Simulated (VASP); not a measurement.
SiC: relaxation of cell and atoms with PBE+MBD

Crystal: SiC.

```
Si C
1.0
     3.07569    0.00000    0.00000
    -1.53785    2.66363    0.00000
     0.00000    0.00000   10.07065
Si C
4 4
Direct
  0.00000 0.00000 0.18789
  0.00000 0.00000 0.68789
  0.33333 0.66667 0.43784
  0.66667 0.33333 0.93784
  0.00000 0.00000 0.00046
  0.00000 0.00000 0.50046
  0.33333 0.66667 0.24980
  0.66667 0.33333 0.74980
```

The cell is a database's computed one.

```
Program                : VASP 6.6.1
Task                   : relaxation of cell and atoms
Functional             : PBE
Dispersion             : MBD
Potentials or basis    : VASP PAW PBE potentials, release 64 (Si, C)
Cutoff                 : 600 eV
k mesh                 : 10 × 10 × 3
Occupations            : fermi-dirac, width 0.05 eV
Spin                   : no spin polarisation
Further INCAR settings : ALGO = Normal; EDIFF = 1e-06; IBRION = 2; EDIFFG = -0.01; NSW = 60; ISIF = 3
```

```yaml
Relaxed_volume: 10.31 Å³/atom
Relaxed_cell: a = 3.075 Å, b = 3.075 Å, c = 10.067 Å, α = 90.00°, β = 90.00°, γ = 120.00°
Space_group_after_relaxing_to_0.05_Å: P6_3mc (No. 186)
Energy_gained_by_relaxing: 0.0 meV/atom
Ionic_steps: 3
Pressure_after_relaxing: 0.0 GPa
Band_gap_on_the_k_mesh: 2.23 eV, indirect (least direct gap 3.35 eV)
Hirshfeld_charges: Si +0.30; C -0.30 e
Dispersion_energy_per_atom: -0.277 eV
```

Final structure:
```cif
data_structure
_symmetry_space_group_name_H-M 'P 1'
_symmetry_Int_Tables_number 1
_cell_length_a 3.0752
_cell_length_b 3.0752
_cell_length_c 10.0674
_cell_angle_alpha 90.000
_cell_angle_beta 90.000
_cell_angle_gamma 120.000
_cell_volume 82.45
loop_
_atom_site_label
_atom_site_type_symbol
_atom_site_fract_x
_atom_site_fract_y
_atom_site_fract_z
_atom_site_occupancy
Si1 Si 0.00000 0.00000 0.18788 1
Si2 Si 0.00000 0.00000 0.68788 1
Si3 Si 0.33333 0.66667 0.43783 1
Si4 Si 0.66667 0.33333 0.93783 1
C1 C 0.00000 0.00000 0.00048 1
C2 C 0.00000 0.00000 0.50048 1
C3 C 0.33333 0.66667 0.24982 1
C4 C 0.66667 0.33333 0.74982 1
```

Levels at points of the mesh, in eV from the valence-band top:
```tsv
k point	band 13	band 14	band 15	band 16	band 17	band 18	band 19	band 20
(0.00, 0.00, 0.00)	-0.58	-0.05	0.00	0.00	5.12	5.70	6.33	6.34
(0.50, 0.00, 0.00)	-2.36	-2.22	-1.58	-1.12	2.23	2.36	4.23	4.76
```

Wall time 2.6 min on 1 thread of Intel(R) Xeon(R) Platinum 8488C (Sapphire Rapids) (shared host), peak memory 0.25 GiB.

Caveat: an odd mesh through Γ misses points on the zone boundary, where band edges often lie.
